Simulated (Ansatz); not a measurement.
# LiF: the cost of one run

Method: DFT PBEsol, frozen-core PAW, scalar-relativistic unless said, in Ansatz 0.2.0.

### 1 The starting structure

The structure is cubic, space group Fm-3m (No. 225). The conventional cell has a = 4.028 Å, b = 4.028 Å, c = 4.028 Å, α = 90.00°, β = 90.00°, γ = 90.00°. Li (site symmetry m-3m) is surrounded by 6 F at 2.01 Å. Around F (site symmetry m-3m) lie 6 Li at 2.01 Å.

As a file:

```xyz
2
Lattice="0.0000 2.0140 2.0140 2.0140 0.0000 2.0140 2.0140 2.0140 0.0000" Properties=species:S:1:pos:R:3 pbc="T T T"
Li    0.0000    0.0000    0.0000
F     2.0140    2.0140    2.0140
```

Cartesian axes are those of the input's lattice vectors. The structure goes back to a database entry.

### 2 Cell and atoms relaxed, PAW

File input.yaml:

```yaml
crystal:
  lattice:
    - [0.0, 2.014, 2.014]
    - [2.014, 0.0, 2.014]
    - [2.014, 2.014, 0.0]
  atoms:
    - { symbol: Li, position: [0.0, 0.0, 0.0] }
    - { symbol: F, position: [0.5, 0.5, 0.5] }
kpoints:
  mp_grid: { grid: [16, 16, 16] }
scf:
  occupations: { method: fermi_dirac, width: 0.05 }
hamiltonian:
  xc: pbesol
  pseudopotentials: { kind: paw }
relax:
  f_tol: 0.002
  max_steps: 80
  cell: {}
output:
  forces: true
  stress: true
```

On the command line:

```
ansatz run input.yaml --threads 2 --pin off --max-ram 5120MiB --backend cpu --events-out ev --progress --plain --runs-dir out
```

**Question.** How long does this run take on 2 threads of Intel Xeon Platinum 8259CL at 2.50GHz (Skylake/Cascade Lake), shared host, and how much memory does it need?

About 6 s, with a peak of 0.36 GiB.
